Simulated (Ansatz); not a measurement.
InAs:

```
In As
1.0
     0.00000    2.87730    2.87730
     2.87730    0.00000    2.87730
     2.87730    2.87730    0.00000
In As
1 1
Cartesian
  2.8773 2.8773 2.8773
  0.0000 0.0000 0.0000
```

Measurements of this composition are mostly on another form, of space group No. 216.

```yaml
Program: Ansatz 0.2.0
Task: relaxation of cell and atoms
Functional: HSE03
Potentials_or_basis: Ansatz PAW
Cutoff: "420 eV (not typed: the program's choice for these potentials)"
k_mesh: 4 × 4 × 4
Occupations: fermi-dirac, width 0.05 eV
Spin: no spin polarisation
```

At the start: volume 23.82 Å³/atom.

Task: How do energy, volume and symmetry change on relaxing?

Result: It ends after 4 steps and the volume is 23.25 Å³/atom (-2.4 %); space group Fm-3m (No. 225, to 0.05 Å).

The path:
```csv
step,energy change (eV),largest force (eV/Å),volume (Å³)
1,0.0000,0.0000,47.64
2,-0.0030,0.0000,45.63
3,-0.0062,0.0000,46.50
4,-0.0059,0.0000,46.50
```

Final structure:
```cif
data_structure
_symmetry_space_group_name_H-M 'P 1'
_symmetry_Int_Tables_number 1
_cell_length_a 4.0364
_cell_length_b 4.0364
_cell_length_c 4.0364
_cell_angle_alpha 60.000
_cell_angle_beta 60.000
_cell_angle_gamma 60.000
_cell_volume 46.50
loop_
_atom_site_label
_atom_site_type_symbol
_atom_site_fract_x
_atom_site_fract_y
_atom_site_fract_z
_atom_site_occupancy
In1 In 0.50000 0.50000 0.50000 1
As1 As 0.00000 0.00000 0.00000 1
```

Caveat: the k mesh is coarse (spacing up to 0.47 Å⁻¹), so the values aren't converged, least of all with exact exchange; the plane-wave basis is chosen anew once the cell has moved, so the energies of steps on either side of that aren't comparable; the PAW data sets come from PBE, with cores solved anew for the run's functional, which leaves a small shift of forces and pressure.
